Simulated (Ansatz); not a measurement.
The system is Sn.

```xyz
1
Lattice="-2.0292 2.0292 1.6608 2.0292 -2.0292 1.6608 2.0292 2.0292 -1.6608" Properties=species:S:1:pos:R:3 pbc="T T T"
Sn    0.0000    0.0000    0.0000
```

This isn't the form of Sn at room conditions, which is tetragonal (white tin).

| Property | Result |
| --- | --- |
| Program | Ansatz 0.2.0 |
| Task | relaxation of cell and atoms |
| Functional | revPBE |
| Dispersion | D4 |
| Potentials or basis | Ansatz PAW |
| Cutoff | 420 eV (not typed: the program's choice for these potentials) |
| k mesh | 10 × 10 × 10 |
| Occupations | fermi-dirac, width 0.05 eV |
| Spin | no spin polarisation |

At the start: volume 27.35 Å³/atom.

Problem. How do energy, volume and symmetry change on relaxing?

Solution. It ends after 4 steps and the volume is 26.38 Å³/atom (-3.6 %); space group I4/mmm (No. 139, to 0.05 Å).

The path:
```tsv
step	energy change (eV)	largest force (eV/Å)	volume (Å³)
1	0.0000	0.0000	27.35
2	-0.0068	0.0000	26.37
3	-0.0069	0.0000	26.38
4	-0.0067	0.0000	26.38
```

Final structure:
```
Sn
1.0
    -1.99210    1.99210    1.66175
     1.99210   -1.99210    1.66175
     1.99210    1.99210   -1.66175
Sn
1
Cartesian
  0.0000 0.0000 0.0000
```

Caveat: the plane-wave basis is chosen anew once the cell has moved, so the energies of steps on either side of that aren't comparable; pairwise dispersion overbinds metals, which lowers pressure and volume; the PAW data sets come from PBE, with cores solved anew for the run's functional, which leaves a small shift of forces and pressure.
